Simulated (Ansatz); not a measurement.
# V (P-1) in Ansatz: relaxation of cell and atoms with PBEsol0

Aim: the relaxation of cell and atoms of V with PBEsol0.

Program: Ansatz 0.2.0. These are calculated values, not measurements. Logs are shortened: lines on timing, memory, paths and dates and some standing lists are left out, and cuts for length are marked.

## 1. The cell of the first run

The typed cell holds 1 atom: a = 2.764 Å, b = 2.587 Å, c = 2.694 Å, α = 57.81°, β = 58.52°, γ = 63.76°.

This isn't the form of V at room conditions, which is bcc.

## 2. Relaxation of cell and atoms, PBEsol0, collinear spin, ferromagnetic start (cell sheared at random, sigma 0.06, atoms nudged by 0.01 Å)

input.yaml reads:

```yaml
crystal:
  lattice:
    - [-0.07564863, 2.04812515, 1.85486184]
    - [1.90212924, 0.02633807, 1.75287514]
    - [1.8823854, 1.92639461, 0.04608192]
  atoms:
    - { symbol: V, position: [0.0, 0.0, 0.0], spin: 2.0 }
hamiltonian:
  xc: { exchange: pbesol, correlation: pbesol, exx: { coeff: 0.25 } }
  pseudopotentials: { kind: paw }
magnetization:
  spin_polarized: true
kpoints:
  mp_grid: { grid: [6, 6, 6] }
scf:
  occupations: { method: fermi_dirac, width: 0.05 }
output:
  forces: true
  stress: true
  eigenvalues: true
  write_density: true
  write_potential: true
  elf: true
  volumetric_format: npy
relax:
  f_tol: 0.01
  max_steps: 40
  cell: { stress_tol: 0.05 }
```

Potentials or basis: Ansatz PAW.

Command:

```
ansatz run input.yaml --threads 2 --pin off --max-ram 5632MiB --backend cpu --events-out ev --progress --plain --runs-dir out
```

The log of the run:

```text
Warning: RAYON_NUM_THREADS=2 ignored (pool sized by the plan → 2); use --threads N
Engine: ansatz 0.2.0, x86_64-unknown-linux-gnu
Pseudopotentials: kind: paw
Pseudopotential: V, paw, valence charge 13, recommended cutoff 420 eV (normal), V.paw.azcp
Functional definition: unnamed
  parameter a_1 = 0.25
  exchange = (1 - a_1)*pbe_x(mu = 0.12345679012345678) + a_1*exact_x
  correlation = pbe_c(beta = 0.046)
Crystal: 1 atoms, lattice volume = 13.539 Å³
Basis set: ecut = 420 eV, 275 PW (Γ), exchange–correlation on 40×36×40 points (8 copies of the dense FFT grid, shifted against one another)
Bands: 12, of which v1, the nominal top of the filled ones, is band 7 counted from 1 (6 counted from 0)
Symmetry: 2 space group operations
Space group: P-1 (ITA 2), of the structure as read, at distance tolerance 2.4e-5 Å
Magnetic group: BNS 2.4 (UNI 4), of the structure as read, at distance tolerance 2.4e-5 Å
k-points: 112 of 216
Non-local potential: V, projectors of the file, l = 0: 3, l = 1: 2, l = 2: 3, l = 3: 1
PAW form: soft (Blöchl's): semilocal exchange-correlation on the pseudo side does not see the compensation charge
PAW frozen core: V, regenerated for the run's functional, and the local potential with it (the file was generated under x = pbe(κ = 0.804, μ = 0.2195149727645171), c = pbe(β = 0.06672455060314922))
PAW one-centre angular grid: V, 590 points (default); XC on 64 Gauss nodes
Initial density: superposition of atomic densities (chi_scale 0.1, normalization cell)
Starting moments: Σ|m| = 2 μB on 1 of 1 site
Initial wavefunctions: pseudopotential atomic-orbital guess
Functional: x = pbesol(κ = 0.804, μ = 0.12345679012345678), c = pbesol(β = 0.046), warm-up for x = 0.75 pbesol(κ = 0.804, μ = 0.12345679012345678) + 0.25 exact, c = pbesol(β = 0.046)
iter 1 solved again at ethr=7.17e-3 eV; its pass at ethr=1.00e-1 eV (dr2=9.32e-1 eV) is discarded
SCF iter   1: F=—  HF=-2884.913162 eV  |F-HF|=—  |Δ(HF+E_count)|=         —  Δρ=1.47e-1 (↑1.47e-1 ↓7.06e-2)  dr2=9.30e-1  dr2_m=1.40e0  M=0.939 μB ∫|m|=0.939 μB  β_m=0.30  ethr=7.17e-3  ⟨swp⟩=2.1  Hψ=13175  notcnv=0
preconditioner: auto → none  [metal: Δε(μ)=0.021 eV  Ē_g=8.931 eV  σ=0.050 eV  W_gap=0.10  n_scr=0 (ndim 8)  ℏωp=22.6 eV  f_vac=0.000  D(μ)=1.28/eV (n_scr^D=14)]
iter 2 solved again at ethr=3.92e-4 eV; its pass at ethr=7.15e-3 eV (dr2=5.09e-2 eV) is discarded
SCF iter   2: F=—  HF=-2884.801185 eV  |F-HF|=—  |Δ(HF+E_count)|=   1.12e-1  Δρ=8.30e-2 (↑8.30e-2 ↓7.26e-2)  dr2=4.90e-2  dr2_m=7.36e-1  M=0.875 μB ∫|m|=0.875 μB  β_m=0.30  ethr=3.92e-4  ⟨swp⟩=2.8  Hψ=11638  notcnv=0  defer=10
SCF iter   3: F=—  HF=-2884.887629 eV  |F-HF|=—  |Δ(HF+E_count)|=   8.64e-2  Δρ=6.25e-2 (↑6.05e-2 ↓6.25e-2)  dr2=8.04e-3  dr2_m=4.63e-1  M=0.772 μB ∫|m|=0.772 μB  β_m=0.30  ethr=3.77e-4  ⟨swp⟩=2.7  Hψ=6049  notcnv=0  defer=12
SCF iter   4: F=—  HF=-2884.950745 eV  |F-HF|=—  |Δ(HF+E_count)|=   6.31e-2  Δρ=5.06e-2 (↑4.98e-2 ↓5.06e-2)  dr2=3.54e-4  dr2_m=3.13e-1  M=0.670 μB ∫|m|=0.670 μB  β_m=0.30  ethr=6.18e-5  ⟨swp⟩=3.1  Hψ=6125  notcnv=0  defer=3
SCF iter   5: F=—  HF=-2884.992486 eV  |F-HF|=—  |Δ(HF+E_count)|=   4.17e-2  Δρ=4.20e-2 (↑4.20e-2 ↓4.15e-2)  dr2=1.11e-4  dr2_m=2.16e-1  M=0.581 μB ∫|m|=0.581 μB  β_m=0.30  ethr=2.73e-6  ⟨swp⟩=3.2  Hψ=6158  notcnv=0  defer=2
SCF iter   6: F=—  HF=-2885.021492 eV  |F-HF|=—  |Δ(HF+E_count)|=   2.90e-2  Δρ=3.50e-2 (↑3.50e-2 ↓3.47e-2)  dr2=6.66e-5  dr2_m=1.51e-1  M=0.504 μB ∫|m|=0.504 μB  β_m=0.30  ethr=8.57e-7  ⟨swp⟩=3.1  Hψ=5881  notcnv=0  defer=3
SCF iter   7: F=—  HF=-2885.042073 eV  |F-HF|=—  |Δ(HF+E_count)|=   2.06e-2  Δρ=2.95e-2 (↑2.95e-2 ↓2.91e-2)  dr2=7.85e-5  dr2_m=1.06e-1  M=0.438 μB ∫|m|=0.438 μB  β_m=0.30  ethr=5.12e-7  ⟨swp⟩=3.4  Hψ=5876  notcnv=0  defer=2
Mixer restart at iter 7: flushing history
spin-set hold released at iteration 7 (site moments contracting): the magnetisation degrees of freedom join the quasi-Newton model from the next iteration; the mixer history was flushed
SCF iter   8: F=—  HF=-2885.056791 eV  |F-HF|=—  |Δ(HF+E_count)|=   1.47e-2  Δρ=2.45e-2 (↑2.45e-2 ↓2.41e-2)  dr2=6.95e-5  dr2_m=7.32e-2  M=0.386 μB ∫|m|=0.386 μB  β_m=0.45  ethr=5.12e-7  ⟨swp⟩=3.2  Hψ=5625  notcnv=0  defer=1
SCF iter   9: F=—  HF=-2885.087876 eV  |F-HF|=—  |Δ(HF+E_count)|=   3.11e-2  Δρ=8.96e-3 (↑8.40e-3 ↓8.96e-3)  dr2=1.29e-4  dr2_m=9.30e-3  M=0.196 μB ∫|m|=0.196 μB  β_m=0.80  ethr=5.12e-7  ⟨swp⟩=3.7  Hψ=7338  notcnv=0  defer=1
SCF iter  10: F=—  HF=-2885.094949 eV  |F-HF|=—  |Δ(HF+E_count)|=   7.07e-3  Δρ=2.58e-3 (↑2.58e-3 ↓1.84e-3)  dr2=2.33e-4  dr2_m=5.35e-4  M=0.069 μB ∫|m|=0.069 μB  β_m=0.88  ethr=5.12e-7  ⟨swp⟩=3.7  Hψ=6711  notcnv=0  defer=1
SCF iter  11: F=—  HF=-2885.095793 eV  |F-HF|=—  |Δ(HF+E_count)|=   8.44e-4  Δρ=1.75e-3 (↑9.99e-4 ↓1.75e-3)  dr2=4.05e-4  dr2_m=1.34e-4  M=0.036 μB ∫|m|=0.037 μB  β_m=0.82  ethr=5.12e-7  ⟨swp⟩=4.0  Hψ=7253  notcnv=0
[... 576 lines left out ...]
SCF iter   1: F=—  HF=-2891.626155 eV  |F-HF|=—  |Δ(HF+E_count)|=         —  Δρ=2.43e-7 (↑2.43e-7 ↓2.43e-7)  dr2=2.80e-12  dr2_m=1.25e-12  M=-0.000 μB ∫|m|=0.000 μB  β_m=0.30  ethr=1.00e-12  ⟨swp⟩=3.3  Hψ=5760  notcnv=0
SCF iter   2: F=-2891.626155 eV  HF=-2891.626155 eV  |F-HF|=4.55e-13  |Δ(HF+E_count)|=  1.36e-12  Δρ=1.74e-7 (↑1.74e-7 ↓1.74e-7)  dr2=1.39e-12  dr2_m=7.57e-13  M=-0.000 μB ∫|m|=0.000 μB  ethr=1.00e-12  ⟨swp⟩=2.0  Hψ=4162  notcnv=0
SCF 52 converged in 2 iterations: F = -2891.626155 eV  dr2 = 1.39e-12
  Residual-converged pass: ⟨swp⟩=2.7  Hψ=4372  notcnv=0  max |occ|·‖R‖ = 1.0e-8 eV (tolerance 1.0e-8 eV)  dr2=1.39e-12  dr2_m=7.58e-13  dr2_onsite=1.16e-12  max |Δocc| = 2.7e-14
hybrid outer 3: dexx = +5.684e-14 eV, tail = 6.60e-12 eV, Δε = 7.24e-7 eV (about 1.91e-6 eV left of the loop's levels), ΔF = 0.00e0 eV/Å
the starting moments were not kept: the SCF closed with an absolute magnetisation of 1.0e-6 μB, where they sum to 2 μB in size (1 site). That is at most 0.1 of that sum. Measured as dr2_m measures the in/out step, that magnetisation stands 6.3e-13 eV from none, at or under the dr2_threshold of 1.0e-11 eV: it is no larger than a step whose dr2_m would equal this threshold.
The gap between the highest filled level (band 6 at σ=↑ k=27, 17.166 eV) and the lowest unfilled level (band 6 at σ=↑ k=59, 17.556 eV) of the accepted state, 0.390 eV, is smaller than 0.617 eV, by which the exchange kernel's term at q+G=0 lowers a full level on this exchange mesh (bands and k-points counted from 0, the k-points as the SCF solved them, reduced by symmetry). At such a gap a filling with electrons moved from the first level into the second can be self-consistent too, and either filling can be the lower in energy. Where this run has tried the other filling, or left it for this state, further_exchange_loop says how that ended
The gap between the highest filled level (band 6 at σ=↓ k=27, 17.166 eV) and the lowest unfilled level (band 6 at σ=↓ k=59, 17.556 eV) of the accepted state, 0.390 eV, is smaller than 0.617 eV, by which the exchange kernel's term at q+G=0 lowers a full level on this exchange mesh (bands and k-points counted from 0, the k-points as the SCF solved them, reduced by symmetry). At such a gap a filling with electrons moved from the first level into the second can be self-consistent too, and either filling can be the lower in energy. Where this run has tried the other filling, or left it for this state, further_exchange_loop says how that ended
this state was not tested for a lower state beside it, because the functional holds exact exchange (a hybrid, or Hartree-Fock), whose exchange loop this test does not read (fock_operator); the stability check (scf.self_checks: high) cannot read this state: a pseudopotential is PAW: the check reads norm-conserving sets alone
relax step  10: F+E_penalty+E_count = -2891.62615538 eV  Δ(F+E_penalty+E_count) = -9.814e-7 eV  max|allowed force component| = 0.000e0 eV/Å  Δτ_max = 0.0000 Å  P = -0.008 GPa  Ω = 12.789 Å³  stress off target by 1.81e-2 GPa  SCF on the basis re-selected at this cell (its energy is not comparable with the rows above)  (6 SCF iters)
basis re-selected at this cell: Δ(F+E_penalty+E_count) = -9.814e-7 eV, ΔP = +0.000 GPa vs the last step (what re-selecting the basis moved, of the pressure what is left beyond the Pulay correction that the steps carried, after the strain that the cell walked since its last selection, with what the two solves' SCF thresholds leave and, on support functions, any second-order correction that the steps lacked; it is no measure of the basis error at this ecutwfc). This SCF's stress stands 1.81e-2 GPa from its target on what of the cell is left free (relax.cell.stress_tol is 5.00e-2 GPa) and its largest allowed force component is 0.00e0 eV/Å (relax.f_tol is 1.00e-2 eV/Å): within both
hybrid SCF converged: 3 outer / 6 inner (+0 warm-up), last move |dexx| = 5.68e-14 eV, tail = 6.60e-12 eV
Magnetization: -0.0000 μB (6.5000 up, 6.5000 down)
Absolute magnetization: 0.0000 μB (∫|ρ↑−ρ↓|, with the PAW one-centre terms)
Spin contamination: 0.0000 ħ² per cell (⟨S²⟩ above its minimum at these occupations)
Per-site moments (μB) at R_I (Å): [(-1.8863681938266115e-8, 1.0083197431155342)]
Free energy (F): -2891.626155 eV
Frozen-core exchange: fock
Harris-Foulkes:  -2891.626155 eV  (|F-HF|=4.55e-13)
Internal energy: -2891.625564 eV  (E = F + TS)
E sigma→0 (E₀):  -2891.625860 eV
Entropy (-TS):   -0.000592 eV (-0.592 meV/atom)
Fermi energy:    17.340122 eV
--- Per-component energies (eV) ---
  E_band       = -170.862307
  E_kinetic    = 338.203085
  E_local      = -853.644473  (includes V_loc(G=0)·N_el)
  E_nonlocal   = -46.118759
  E_hartree    = 393.834314
  E_xc         = -100.865303
  E_vxc        = -128.207510  (∫ρ·V_xc dr)
  E_exx        = -51.489222  (= α·E_x^exact, valence–valence)
  E_paw        = -1070.381750  (= ΣΔE_a)
  E_vpaw       = -165.785073  (= ΣTr[D̂ρ^β])
  E_aug_tail   = 0.000254  (compensation charges beyond the density's cutoff)
  E_ewald      = -1501.096726
  E_core_change = -0.066983  (= ΣΔE_core)
  E_smearing   = -0.000592  (= −TS)
  E_closure    = 0.000000  (closes the sum)
  Σ components = -2891.626155   (vs F -2891.626155, Δ=4.55e-13)
--- Forces (eV/Å), atoms counted from 1 ---
  atom   1  V      0.00000000     0.00000000     0.00000000
  max |Σ_I F_I| component: 0.00e0 eV/Å
--- Stress (GPa, compression-positive) ---
       -0.006151       0.001296      -0.001078
        0.001295      -0.008043       0.009100
       -0.001078       0.009100      -0.009381
  P = ⅓ Tr σ = -0.0079 GPa (-0.079 kbar)
--- Band table (eV; the first three rows and the last of 224) ---
  k-point 0 ↑: bands = ["-51.6714", "-23.3664", "-23.2760", "-22.9800", "9.0115", "16.3566", "18.1199", "19.7738", "20.6820", "21.9753", "37.7871", "40.3348"]
  k-point 1 ↑: bands = ["-51.6069", "-23.5799", "-23.4207", "-23.0143", "10.2370", "16.3574", "18.0537", "19.6546", "20.6348", "21.6955", "37.6983", "38.8902"]
  k-point 2 ↑: bands = ["-51.4768", "-24.1722", "-23.5407", "-23.0551", "12.5197", "15.8558", "16.8976", "20.8489", "21.2600", "21.8632", "32.8093", "36.3245"]
  k-point 111 ↓: bands = ["-51.3820", "-24.4477", "-23.5275", "-23.2592", "12.8778", "15.7589", "19.1294", "20.5513", "21.8271", "22.8077", "29.6758", "35.2702"]
--- Relaxed structure (8 steps of the walk, 8 accepted, 2 SCFs on fresh bases) ---
  F+E_penalty+E_count = -2891.62615538 eV   max|allowed force component| = 0.000e0 eV/Å   (the final SCF, on the basis selected at the relaxed cell)
  cell:  # Å, volume = 12.7893 Å³
    - [-0.08731935798824672, 2.112655427193735, 1.6337679657244928]
    - [1.9019139734473935, 0.02410142152634951, 1.5353468444943352]
    - [1.9269042527568918, 2.0257505847341517, -0.012128421136261905]
  atoms:
    - { symbol: V, position: [0.0, 0.0, 0.0] }
```

Run time: 8.7 min. Hardware: 2 threads of Intel Xeon Platinum 8259CL at 2.50GHz (Skylake/Cascade Lake), shared host; peak memory 0.87 GiB.

Results:

```
Free energy                            : -2891.6262 eV
Relaxed volume                         : 12.79 Å³/atom
Relaxed cell                           : a = 2.672 Å, b = 2.444 Å, c = 2.796 Å, α = 57.27°, β = 56.79°, γ = 68.51°
Space group after relaxing (to 0.05 Å) : P-1 (No. 2)
Energy gained by relaxing              : 133.3 meV/atom
Ionic steps                            : 10
Pressure after relaxing                : 0.0 GPa
Band gap on the k mesh                 : none (metal or under the smearing width)
Net moment                             : 0.00 μB per cell
Absolute moment                        : 0.00 μB per cell
```

The path:
```tsv
step	energy change (eV)	largest force (eV/Å)	volume (Å³)
1	0.0000	0.0000	13.54
2	-0.0815	0.0000	13.04
3	-0.1307	0.0000	12.84
4	-0.1321	0.0000	12.70
5	-0.1335	0.0000	12.79
6	-0.1336	0.0000	12.79
7	-0.1336	0.0000	12.79
8	-0.1333	0.0000	12.79
9	-0.1333	0.0000	12.79
10	-0.1333	0.0000	12.79
```

Final structure:
```xyz
1
Lattice="-0.0873 2.1127 1.6338 1.9019 0.0241 1.5353 1.9269 2.0258 -0.0121" Properties=species:S:1:pos:R:3 pbc="T T T"
V     0.0000    0.0000    0.0000
```

Caveat: the k mesh is coarse (spacing up to 0.50 Å⁻¹), so the values aren't converged, least of all with exact exchange; the magnetic or orbital state may not be the lowest; the plane-wave basis is chosen anew once the cell has moved, so the energies of steps on either side of that aren't comparable; the PAW data sets come from PBE, with cores solved anew for the run's functional, which leaves a small shift of forces and pressure; the starting moments weren't kept.
